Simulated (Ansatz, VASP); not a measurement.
Se in VASP and in Ansatz

```xyz
3
Lattice="3.8888 0.0000 0.0000 -1.9444 3.3678 0.0000 0.0000 0.0000 5.3122" Properties=species:S:1:pos:R:3 pbc="T T T"
Se    0.9619    0.0000    1.7707
Se   -0.4809    0.8330    3.5414
Se    1.4635    2.5348    0.0000
```

Alike in both runs: task single point; functional PBE; dispersion D3(BJ); k mesh 12 × 12 × 8; occupations gaussian, width 0.05 eV; no spin polarisation.

|  | VASP | Ansatz |
| --- | --- | --- |
| version | VASP 6.6.1 | Ansatz 0.2.0 |
| potentials or method | VASP PAW PBE potentials, release 64 (Se) | scalar-relativistic, plane waves, PAW |
| plane-wave cutoff (eV) | 520 | 420 |
| valence electrons in the cell | 18 | 48 |

|  | VASP | Ansatz | Ansatz less VASP |
| --- | --- | --- | --- |
| gap on the k mesh at the Fermi level (eV) | none | none | - |
| pressure (GPa) | 2.0 | 1.9 | -0.11 |
| largest component of the traceless stress (GPa) | 1.39 | 1.46 | +0.070 |
| rms of the force components (eV/Å) | 0.180 | 0.168 | -0.0123 |

Atom by atom the forces differ by 0.012 eV/Å (rms over components). A gap of «none» marks a metal or a gap that the smearing closes. The two sets of potentials don't hold the same shells in valence.

Caveats: pairwise dispersion overbinds metals, which lowers pressure and volume.
